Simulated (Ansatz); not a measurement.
# ZrSi2 (MoSi2 type): other levels of theory at one geometry

Task: rerun one cell of ZrSi2 (MoSi2 type) with changes to the functional and spin–orbit coupling, and weigh what each level gives against its time. The cell was built by placing the elements on the sites of a structure type; the runs don't test whether it is the stable form.

Program: Ansatz 0.2.0. Level of theory: DFT at several levels, plane waves, PAW. These are calculated values, not measurements.

1 further run of the same task is left out (it didn't finish). Runs told in other sessions of the task aren't counted.

### 1 The starting structure

It takes space group I4/mmm (No. 139, tetragonal). Conventional cell: a = 3.288 Å, b = 3.288 Å, c = 9.170 Å, α = 90.00°, β = 90.00°, γ = 90.00°. Zr (site symmetry 4/mmm) is surrounded by 10 Si at 2.84 to 2.91 Å. Around Si (site symmetry 4mm) lie 4 Si at 2.57 Å and 5 Zr at 2.84 to 2.91 Å.

As a file:

```cif
data_structure
_symmetry_space_group_name_H-M 'I4/mmm'
_symmetry_Int_Tables_number 139
_cell_length_a 3.2877
_cell_length_b 3.2877
_cell_length_c 9.1704
_cell_angle_alpha 90.000
_cell_angle_beta 90.000
_cell_angle_gamma 90.000
_cell_volume 99.12
loop_
_atom_site_label
_atom_site_type_symbol
_atom_site_symmetry_multiplicity
_atom_site_Wyckoff_symbol
_atom_site_fract_x
_atom_site_fract_y
_atom_site_fract_z
_atom_site_occupancy
Zr1 Zr 2 a 0.00000 0.00000 0.00000 1
Si1 Si 4 e 0.00000 0.00000 0.31004 1
```

An earlier run at PBE left this cell at 16.521 Å³/atom and -0.01 GPa (14×14×14 mesh), no gap.

Levels to run: PBE+SOC; r²SCAN; PBEsol; LDA. Hardware: 2 threads of Arm Neoverse V1, shared host.

### 2 PBE+SOC

The input, input.yaml:

```yaml
crystal:
  lattice:
    - [-1.6438588907, 1.6438588907, 4.5852081499]
    - [1.6438588907, -1.6438588907, 4.5852081499]
    - [1.6438588907, 1.6438588907, -4.5852081499]
  atoms:
    - { symbol: Zr, position: [0.0, 0.0, 0.0] }
    - { symbol: Si, position: [0.3100427431, 0.3100427431, 0.0] }
    - { symbol: Si, position: [0.6899572569, 0.6899572569, 0.0] }
basis:
  ecutwfc: 420
  ecutrho_ratio: 4
kpoints:
  mp_grid: { grid: [14, 14, 14] }
hamiltonian:
  xc: pbe
scf:
  occupations: { method: gaussian, width: 0.05 }
output:
  forces: true
  stress: true
  eigenvalues: true
  populations: true
  dos: { projected: true, de: 0.02 }
  write_density: true
  write_potential: true
  elf: true
  volumetric_format: npy
magnetization:
  noncollinear: true
  spin_orbit: true
```

Run with:

```bash
$ ansatz run input.yaml --threads 2 --pin off --max-ram 2662MiB --backend cpu --events-out ev --progress --plain --runs-dir out
```

After this run come: r²SCAN; PBEsol; LDA.

What does the calculation give? Wanted: for each run, pressure.

The runs gave:

| level | mesh | gap on the mesh (eV) | pressure (GPa) | time |
| --- | --- | --- | --- | --- |
| PBE | 14×14×14 | metal | 0.0 | 36 s* |
| LDA | 14×14×14 | metal | -5.9 | 5.9 s |
| PBEsol | 14×14×14 | metal | -3.6 | 6 s |
| PBE+SOC | 14×14×14 | metal | 0.0 | 51 s* |
| r²SCAN | 14×14×14 | metal | -1.0 | 21 s |

Times are on 2 threads of Arm Neoverse V1, shared host. * Includes bands or densities of states.

The pressure runs from -5.9 GPa (LDA) to 0.0 GPa (PBE); a negative pressure means that level wants a smaller cell, a positive one a larger cell. Every level gives a metal. Total energies of different levels have different zeros and can't be compared.
